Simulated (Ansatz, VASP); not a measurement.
# One calculation of NaH, two programs

```xyz
4
Lattice="4.0110 0.0000 0.0000 -2.0055 3.4736 0.0000 0.0000 0.0000 4.9223" Properties=species:S:1:pos:R:3 pbc="T T T"
Na    0.0000    2.3157   -0.3077
Na    2.0055    1.1579    2.1534
H     0.0000    2.3157    2.1536
H     2.0055    1.1579    4.6147
```

Alike in both runs: task single point; functional PBE; k mesh 6 × 6 × 4; no spin polarisation.

|  | VASP | Ansatz |
| --- | --- | --- |
| version | VASP 6.6.1 | Ansatz 0.2.0 |
| potentials or method | VASP PAW PBE potentials, release 64 (Na_pv, H) | plane waves, PAW |
| plane-wave cutoff (eV) | 520 | 420 |
| occupations | gaussian, width 0.01 eV | fixed |
| valence electrons in the cell | 16 | 20 |

Ansatz gave:

| Quantity | Value |
| --- | --- |
| gap on the k mesh at the Fermi level (eV) | 3.34 |
| pressure (GPa) | -0.5 |

**Question.** What did VASP give for the same quantities?

**Answer.** gap on the k mesh at the Fermi level (eV): 3.34; pressure (GPa): -0.6.

The two sets of potentials don't hold the same shells in valence.

A k mesh can miss the band edges. A hybrid or GW would open this gap; PBE tends to underestimate it.
